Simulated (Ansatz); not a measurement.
Te: pressure against volume per atom

Periodic Kohn-Sham DFT of a crystal at fixed atoms; pressure and stress are positive in compression; the energy is the free energy less that of spherical unpolarised free atoms; site moments are those in the method's own spheres, positive along +z. The results are calculated, by Ansatz 0.2.0.

Cell of the first row (space group Im-3m, No. 229):
```
cell vectors (Å)
  -1.8872     1.8872     1.8872
   1.8872    -1.8872     1.8872
   1.8872     1.8872    -1.8872
atoms (fractions of the cell vectors)
Te  0.00000  0.00000  0.00000
```

Settings of every row: method frozen-core PAW; functional PBE; relativity scalar; k mesh 14x14x14; filling fermi-dirac; smearing width 0.05 eV; wave cutoff 420 eV; paw set soft_2.

Atom start moment: 0 on all atoms.

Limits: no spin-orbit coupling on heavy atoms; the cell comes from a prototype or a list of computed structures and needn't be the stable phase.

```csv
row,volume per atom (Å³),pressure (GPa)
1,26.886,3.919
2,27.729,?
3,28.587,0.028
4,29.444,-1.476
5,30.302,-2.737
```

Question: what pressure should row 2 give?

Worked fit of pressure. Take u = (V_r/V)^(2/3) − 1 with V_r = 29.015 Å³ an atom, which is twice the finite (Eulerian) strain; such expansions in the strain, on which the Birch-Murnaghan equation of state is built, carry the rest volume and the bulk modulus. The shown rows have u = 0.05212, 0.00996, -0.00974, -0.02852. Least squares give pressure = −0.7574 + 76.565 × u + 252.32 × u² GPa; a straight line predicts inner rows, each left out in turn, worse (root mean square 0.25 against 0.0064 GPa). The rows lie off it by 0.000, -0.002, 0.003, -0.001. The pressure vanishes at u = 0.0096, or V = 28.6 Å³ an atom, and there the bulk modulus at fixed shape and fractions is B = −V dP/dV = (2/3)(1 + u) dP/du = 54.8 GPa. The withheld row has u = 0.03068, so the fit gives −0.7574 + 76.565 × (0.03068) + 252.32 × (0.03068)² = 1.829 GPa.

The calculation gave 1.82 GPa. The fit lies 0.009 GPa (0.14 % of the column's range) above it; its largest miss of a shown row is 0.003 GPa.
